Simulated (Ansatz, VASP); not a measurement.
One calculation of BaZrO3, two programs

Contents of INCAR:

```
SYSTEM = BaZrO3
PREC = Accurate
ENCUT = 520
EDIFF = 1E-7
ISMEAR = 0
SIGMA = 0.05
LREAL = .FALSE.
LASPH = .TRUE.
NELM = 80
ALGO = Normal
ISIF = 2
LWAVE = .FALSE.
LCHARG = .FALSE.
GGA = PE
NBANDS = 28
```

KPOINTS

```
regular mesh
0
G
  6 6 6
  0 0 0
```

POSCAR

```
BaZrO3
1.0
    4.2272005361      0.0000000000      0.0000000000
    0.0000000000      4.2272005361      0.0000000000
    0.0000000000      0.0000000000      4.2272005361
Ba Zr O
1 1 3
Direct
    0.5000000000      0.5000000000      0.5000000000
    0.0000000000      0.0000000000      0.0000000000
    0.5000000000      0.0000000000      0.0000000000
    0.0000000000      0.5000000000      0.0000000000
    0.0000000000      0.0000000000      0.5000000000
```

Input for Ansatz:

```yaml
crystal:
  lattice:
    - [4.2272005361, 0.0, 0.0]
    - [0.0, 4.2272005361, 0.0]
    - [0.0, 0.0, 4.2272005361]
  atoms:
    - { symbol: Ba, position: [0.5, 0.5, 0.5] }
    - { symbol: Zr, position: [0.0, 0.0, 0.0] }
    - { symbol: O, position: [0.5, 0.0, 0.0] }
    - { symbol: O, position: [0.0, 0.5, 0.0] }
    - { symbol: O, position: [0.0, 0.0, 0.5] }
basis:
  ecutwfc: 520.0
kpoints:
  mp_grid: { grid: [6, 6, 6] }
hamiltonian:
  xc: pbe
scf:
  occupations: { method: gaussian, width: 0.05 }
output:
  forces: true
  stress: true
  eigenvalues: true
```

Alike in both runs: task single point; functional PBE; k mesh 6 × 6 × 6; occupations gaussian, width 0.05 eV; no spin polarisation.

|  | VASP | Ansatz |
| --- | --- | --- |
| version | VASP 6.6.1 | Ansatz 0.2.0 |
| potentials or method | VASP PAW PBE potentials, release 64 (Ba_sv, Zr_sv, O) | scalar-relativistic, plane waves, PAW |
| plane-wave cutoff (eV) | 520 | 520 |
| valence electrons in the cell | 40 | 40 |

VASP gave:

```
gap on the k mesh at the Fermi level (eV) : 3.13
least direct gap on the mesh (eV)         : 3.38
pressure (GPa)                            : 0.9
```

Which values does Ansatz return?

gap on the k mesh at the Fermi level (eV): 3.18; least direct gap on the mesh (eV): 3.40; pressure (GPa): 0.0.

With one functional, cell and mesh, what is left measures potentials, basis and numerics.

Caveats: spin-orbit coupling is left out, which moves the levels of the heavy elements. A hybrid or GW would open this gap; PBE tends to underestimate it. A k mesh can miss the band edges.
